For fcc tungsten, the equilibrium volume from a gradient-corrected functional like PBE can be estimated by hand to about 0.1 Å³ per atom, less than one percent. The estimate needs one number from the functional's exchange formula: how strongly it rewards an uneven electron density. The accuracy holds for PBE and functionals with similar correlation. For LDA and BLYP the same rule is wrong by about 0.6 Å³.

VASP, Kohn–Sham DFT with the functionals listed under method, for fcc tungsten in a one-atom cell without spin polarization. All runs use an 11×11×11 k mesh and Fermi–Dirac smearing of 0.05 eV; the basis column gives the plane-wave cutoff. Volumes are for a static lattice at each functional's own energy minimum.

```csv
method,rung,potentials,basis,equilibrium volume (Å³/atom)
LDA,LDA,"VASP PAW LDA potentials, recommended",600 eV,15.808
AM05,GGA,"VASP PAW PBE potentials, recommended",600 eV,15.943
BLYP,GGA,"VASP PAW PBE potentials, recommended",600 eV,17.122
PBE,GGA,"VASP PAW PBE potentials, recommended",520 eV,16.470
PBEsol,GGA,"VASP PAW PBE potentials, recommended",600 eV,16.030
PW91,GGA,"VASP PAW PBE potentials, recommended",600 eV,16.561
RPBE,GGA,"VASP PAW PBE potentials, recommended",600 eV,16.674
optB88-vdW,GGA,"VASP PAW PBE potentials, recommended",600 eV,16.473
rev-vdW-DF2,GGA,"VASP PAW PBE potentials, recommended",600 eV,16.268
revPBE,GGA,"VASP PAW PBE potentials, recommended",600 eV,16.617
vdW-DF-cx,GGA,"VASP PAW PBE potentials, recommended",600 eV,16.097
SCAN,meta-GGA,"VASP PAW PBE potentials, recommended",600 eV,15.910
r2SCAN,meta-GGA,"VASP PAW PBE potentials, recommended",600 eV,16.246
r2SCAN-D3(BJ),meta-GGA,"VASP PAW PBE potentials, recommended",600 eV,16.076
r2SCAN-D4,meta-GGA,"VASP PAW PBE potentials, recommended",600 eV,16.149
r2SCAN-rVV10,meta-GGA,"VASP PAW PBE potentials, recommended",600 eV,16.162
```

**The scale of the problem.** The volumes cluster around 16 to 17 Å³ per atom, and the whole span from LDA to BLYP is about 8 percent. Everything here concerns a face-centred cubic cell with one atom, whereas real tungsten is body-centred cubic. The table therefore shows how functionals differ from one another, and a measured density of tungsten is no judge of which is best.

**Why exchange moves the volume.** LDA treats each small region as if it belonged to a uniform electron gas. A GGA, the next rung, also looks at how rapidly the density changes there, and usually makes the exchange energy more negative where the density is uneven. When a crystal expands, the density between its atoms thins out and becomes more uneven relative to its own size. A functional that rewards unevenness more strongly therefore lowers the energy of the expanded crystal more, and its minimum moves to a larger volume.

The reward is written as a factor $F(s)$ that multiplies the local exchange energy. The reduced gradient $s$ measures how much the density changes over a length set by the local electron wavelength. In a uniform gas $s=0$ and $F=1$. What matters is how fast $F$ rises above 1 at the gradients that change when the crystal is stretched.

**From the picture to a rule.** Suppose that a change of functional adds a small energy $\delta E(V)$ to a reference curve $E(V)$ with its minimum at $V_0$. The minimum then moves by

$$\delta V \approx -\frac{\delta E'(V_0)}{E''(V_0)} .$$

A softer crystal moves further under the same push. For a given density, $\delta E$ is linear in the change of $F$. The push $\delta E'$ depends on how this extra energy, summed over all the gradients present, changes as the crystal is stretched. That sum is out of reach by hand. The rule simply assumes that the push grows in proportion to the change of $F$ at a single gradient $s_0$, which gives a straight line:

$$V \approx 15.2 + 5.6\,[F(s_0)-1]\ \text{Å}^3\text{ per atom},\qquad s_0=1.2 .$$

A change of 0.01 in $F$ thus moves the volume by about 0.06 Å³, a third of a percent.

The two constants are rounded from the line through PBEsol and RPBE. PBEsol also has a weaker gradient correction of correlation than RPBE, and the constants absorb that difference. The choice of $s_0$ rests on a comparison of slopes: near 1.2, the step from PBEsol to PBE and the step from PBE to RPBE need almost the same one. All three numbers are thus adjusted to this crystal, and $s_0$ should not be read as a measured typical gradient in tungsten.

**PBE, PBEsol, revPBE and RPBE.** PBE, revPBE and RPBE have exchange factors that start out identically at small gradients, yet RPBE gives 0.20 Å³ more than PBE. The initial rise of $F$ therefore can't be the whole story. The curves separate only at larger $s$, and around $s_0$ PBE lies lowest, revPBE next and RPBE highest. Their volumes follow that order, though revPBE and RPBE are only 0.06 Å³ apart. PBEsol starts with a gentler rise and gives the smallest volume of the four.

The case of revPBE can be worked on paper. Its exchange factor has the same form as that of PBE:

$$F(s)-1=\frac{\mu s^2}{1+\mu s^2/\kappa}.$$

Here $\mu\approx0.22$ sets the initial rise and $\kappa\approx1.2$ the height at which the curve levels off. At $s=1.2$, the product $\mu s^2$ is $0.22\times1.2^2\approx0.32$, so

$$F-1\approx\frac{0.32}{1+0.32/1.2}\approx0.25,$$

$$V\approx15.2+5.6\times0.25=16.6\ \text{Å}^3\text{ per atom}.$$

The computed volume is 16.62 Å³. This row was used neither for the line nor for the choice of $s_0$. It is still a mild test, because revPBE lies between PBE and RPBE in both exchange and volume.

**PW91 and BLYP.** PW91 tests the rule a little harder, because its exchange is written in another mathematical form. The estimate comes out 0.09 Å³ below the computed volume, the largest miss among the five functionals with PBE-type correlation. This is the accuracy to expect from the rule within that group.

BLYP is the second worked row, and here the rule fails. Its exchange factor at $s_0$ is about 1.23, close to that of PW91, so the estimate is

$$V\approx15.2+5.6\times0.23\approx16.5\ \text{Å}^3\text{ per atom}.$$

The calculation gives 17.12 Å³. BLYP was left out when the constants were set.

The comparison with PW91 points to the cause. The two functionals have closely related exchange and were run with the same potentials, yet their volumes differ by 0.56 Å³. The main remaining difference is correlation, the part of the energy that the rule doesn't follow. The LYP form used in BLYP is known to miss the correlation energy of a uniform electron gas, a serious defect for a metal, whose outer electrons spread through the whole crystal.

**LDA.** LDA has no gradient correction, so $F=1$ and the rule gives 15.2 Å³. The calculation gives 15.81 Å³. Theory offers a reason for this direction. In PBE-type functionals, correlation has a gradient correction too, and it works against that of exchange: it makes the correlation energy less negative where the density is uneven and so favours the compact crystal.

Read this way, the constant 15.2 is a rough extrapolation to an imagined functional with PBE-type correlation but no gradient correction in exchange. LDA lacks both corrections, and its crystal is spared the extra contraction. The whole gap shouldn't be put down to this effect, because the LDA row also uses its own potentials and lies far outside the range in which the line was set.

**The van der Waals functionals.** The rule puts optB88-vdW, rev-vdW-DF2 and vdW-DF-cx too low by 0.19 Å³ on average. They too do without the PBE-type gradient correction of correlation, which would explain the direction of the miss. In its place they have a nonlocal term that links the densities at pairs of points, near ones as well as distant ones. Its effect on the volume is mixed into the same miss, so the two contributions can't be separated here.

The order of the three is nevertheless right. From vdW-DF-cx to optB88-vdW the rule predicts a rise of 0.32 Å³, and the calculation gives 0.38 Å³. The exchange factor is thus a better guide to differences between functionals with similar correlation than to absolute volumes across families. For another functional applied to this same crystal, it is therefore safer to start from a known volume in the same family and add 5.6 times the change in $F(s_0)$.

**The meta-GGAs, and AM05.** SCAN and r2SCAN use more information than the gradient, so a single curve $F(s)$ no longer describes them. AM05 does have such a curve, but its formula is awkward for work by hand. As a crude substitute, all five meta-GGA rows and AM05 were given the exchange factor of PBEsol, which leads to 16.0 Å³ for each. The typical miss is 0.14 Å³. The choice of substitute already places all six rows below PBE, so the rule earns no credit for that, and it can't rank them.

The limit shows most clearly between SCAN and r2SCAN. They are close relatives and receive the same estimate, but their computed volumes differ by 0.34 Å³. The cause of this gap is untested. The rule is equally blind to an added dispersion attraction, which pulls the atoms together: with D3(BJ), the r2SCAN volume shrinks by 0.17 Å³.

**How far to trust the rule.** Over the whole table the typical error is 0.25 Å³, only modestly better than the 0.33 Å³ obtained by quoting the average volume for every row. LDA and BLYP cause most of that error. Within the PBE-like group the typical error falls to 0.04 Å³, although three of its five members helped to set the rule. The output below lists each estimate beside its computed value.

Hundredths of an Å³ deserve no interpretation in rows that combine another functional with potentials made for PBE, since that mismatch has an effect of unknown size. The PBE row, which helped to set $s_0$, was also run with a smaller basis than the others, 520 eV instead of 600 eV. The constants belong to this crystal as well. A stiffer or softer metal, or one with a different density between its atoms, needs its own slope and starting volume. The reasoning that carries over is the direction: with similar correlation, exchange that rewards an uneven density more strongly should give a larger cell.

Printed output of the fit:

```
slope of the line through PBEsol and RPBE, Å³/atom per unit of F: 5.565
volume of that line at F-1 of zero, Å³/atom: 15.22
Rounded rule 15.2 + 5.6 (F-1), volumes in Å³/atom:
            row     F-1  estimate  computed       miss
            LDA       0      15.2     15.81     -0.608
           AM05  0.1456     16.02     15.94    0.07252
           BLYP  0.2335     16.51     17.12    -0.6142
            PBE  0.2269     16.47     16.47  0.0005508
         PBEsol  0.1456     16.02     16.03   -0.01448
           PW91  0.2275     16.47     16.56    -0.0869
           RPBE  0.2613     16.66     16.67   -0.01044
     optB88-vdW  0.1926     16.28     16.47    -0.1945
    rev-vdW-DF2  0.1487     16.03     16.27    -0.2355
         revPBE  0.2521     16.61     16.62  -0.005343
      vdW-DF-cx  0.1349     15.96      16.1    -0.1416
           SCAN  0.1456     16.02     15.91     0.1055
         r2SCAN  0.1456     16.02     16.25    -0.2305
  r2SCAN-D3(BJ)  0.1456     16.02     16.08   -0.06048
      r2SCAN-D4  0.1456     16.02     16.15    -0.1335
   r2SCAN-rVV10  0.1456     16.02     16.16    -0.1465
slope PBE to RPBE over slope PBEsol to PBE, s of 1.0: 1.541
the same ratio, s of 1.2: 1.093
the same ratio, s of 1.5: 0.731
RPBE less PBE, same small-gradient coefficient, Å³/atom: 0.204
BLYP less PW91, related exchange, Å³/atom: 0.561
r2SCAN less SCAN, same stand-in, Å³/atom: 0.336
rms miss, five rows with PBE-type correlation, Å³/atom: 0.03975
mean miss, three van der Waals functionals, Å³/atom: -0.1905
rms miss, six stand-in rows, Å³/atom: 0.1369
rms miss, all rows, Å³/atom: 0.2476
rms distance of all rows from their own mean, Å³/atom: 0.3328
```
